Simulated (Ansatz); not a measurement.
TaN:

```
Ta N
1.0
     2.73231    0.00000    0.00000
     0.00000    2.73231    0.00000
     0.00000    0.00000    2.73231
Ta N
1 1
Direct
  0.00000 0.00000 0.00000
  0.50000 0.50000 0.50000
```

The cell comes from a database or a generator and needn't be the stable form of this composition.

| Quantity | Value |
| --- | --- |
| Program | Ansatz 0.2.0 |
| Task | relaxation of cell and atoms |
| Functional | PBEsol |
| Dispersion | D3(BJ)-ATM |
| Potentials or basis | Ansatz PAW |
| Cutoff | 420 eV (not typed: the program's choice for these potentials) |
| k mesh | 10 × 10 × 10 |
| Occupations | fermi-dirac, width 0.05 eV |
| Spin | no spin polarisation |

At the start: volume 10.20 Å³/atom.

Problem. Where does the relaxation end?

Solution. It ends after 7 steps and the volume is 9.89 Å³/atom (-3.0 %); space group Pm-3m (No. 221, to 0.05 Å).

Step by step:
| step | energy change (eV) | largest force (eV/Å) | volume (Å³) |
| --- | --- | --- | --- |
| 1 | 0.0000 | 0.0000 | 20.40 |
| 2 | -0.0169 | 0.0000 | 19.45 |
| 3 | -0.0224 | 0.0000 | 19.80 |
| 4 | -0.0224 | 0.0000 | 19.78 |
| 5 | -0.0208 | 0.0000 | 19.78 |
| 6 | -0.0208 | 0.0000 | 19.78 |
| 7 | -0.0208 | 0.0000 | 19.78 |

Final structure:
```
CELL_PARAMETERS angstrom
2.70425 0.00000 0.00000
0.00000 2.70425 0.00000
0.00000 0.00000 2.70425
ATOMIC_POSITIONS crystal
Ta 0.00000 0.00000 0.00000
N 0.50000 0.50000 0.50000
```

Caveat: the plane-wave basis is chosen anew once the cell has moved, so the energies of steps on either side of that aren't comparable; the pressure holds a Pulay correction of +0.5 GPa for the finite cutoff; pairwise dispersion overbinds metals, which lowers pressure and volume; the PAW data sets come from PBE, with cores solved anew for the run's functional, which leaves a small shift of forces and pressure.
